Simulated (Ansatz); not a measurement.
Runs of Ansatz 0.2.0 on MoS2. The cell holds a slab with vacuum, 6 atoms: a = 3.185 Å, b = 3.185 Å, c = 21.671 Å, α = 90.00°, β = 90.00°, γ = 120.00°. 

| task | level | cell | points for each segment of the path | gap on the mesh (eV) | relaxed volume (Å³/atom) | largest force (eV/Å) |
| --- | --- | --- | --- | --- | --- | --- |
| band structure | PBEsol | as given | 14 | 1.38 | - | 0.13 |
| band structure | revPBE | as given | 14 | 1.39 | - | 0.36 |
| band structure | BLYP | as given | 14 | 1.37 | - | (b) |
| relaxation of cell and atoms | PBEsol | relaxed | - | (a) | 30.71 | - |
| relaxation of cell and atoms | PBE+D4 | relaxed | - | 1.29 | (c) | - |

Alike in all rows: potentials or basis Ansatz PAW; no spin polarisation; k mesh 10 × 10 × 2; cutoff (eV) 420; smearing fermi-dirac 0.05 eV.

Problem. Estimate the missing entries.

Solution. (a) 1.44; (b) 0.74; (c) 30.65.

Caveats: the PAW data sets come from PBE, with cores solved anew for the run's functional, which leaves a small shift of forces and pressure (some runs); the k mesh misses the band edges, so the gap on the mesh is wider than the one along the path (some runs); the plane-wave basis is chosen anew once the cell has moved, so the energies of steps on either side of that aren't comparable (some runs).

A k mesh can miss the band edges, and the runs leave out spin-orbit coupling on Mo.
